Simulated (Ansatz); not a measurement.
SiC (F-43m), computed twice by G0W0.

The structure is cubic, space group F-43m (No. 216). The conventional cell has a = 4.358 Å, b = 4.358 Å, c = 4.358 Å, α = 90.00°, β = 90.00°, γ = 90.00°. Nearest to Si lie 4 C at 1.89 Å. Nearest to C lie 4 Si at 1.89 Å. Farther neighbours are not listed.

```xyz
2
Lattice="0.0000 2.1790 2.1790 2.1790 0.0000 2.1790 2.1790 2.1790 0.0000" Properties=species:S:1:pos:R:3 pbc="T T T"
Si    0.0000    0.0000    0.0000
C     1.0895    1.0895    1.0895
```

The cell and positions come from the Crystallography Open Database and are kept as given unless a step says otherwise.

The first (Ansatz 0.2.0; start PBE with 40 % exact exchange, 8×8×8 mesh, 86 empty bands, screening to 150 eV, PAW set soft_1 files; 1 × NVIDIA H100 80GB HBM3 (shared by 6 runs) with 3 threads of AMD EPYC 7R13 (Zen 3), shared host) gave, on its mesh: starting gap 3.94 eV, G0W0 gap 3.03 eV, RPA ε∞ (mean) 4.58, 61 s.

The second gave: starting gap 7.43 eV, G0W0 gap 3.92 eV, RPA ε∞ (mean) 3.37, 1.7 min.

**Question.** What was changed in the input? Choose among start, files, mesh, bands and cutoff, frequency model or another key.

Changed: start from PBE with 40 % exact exchange to PBE with 90 % exact exchange. A jump of this size in the start, with ε∞ moving the other way, marks another functional. Other changes could give like numbers; this is the one that was made.

Limits: not at the basis limit.

[Paths, hosts, dates, memory and timing lines, banners, echoed tables and standing remarks are left out of the program output.]

[Logs are printed without paths, hosts, clocks, repeated set-up lines and the standing remarks that a program may print on its own settings, such as how far it seeks lower states.]

[Runs of the session that timed out or met a known fault of the program may be left out.]

[Cells called generated may have been cut or substituted from an entry of the Crystallography Open Database or the Materials Project.]

[Hosts, paths, dates, database ids (printed as entryN), source tags and the programs' standing remarks are cut or masked in the printed files.]
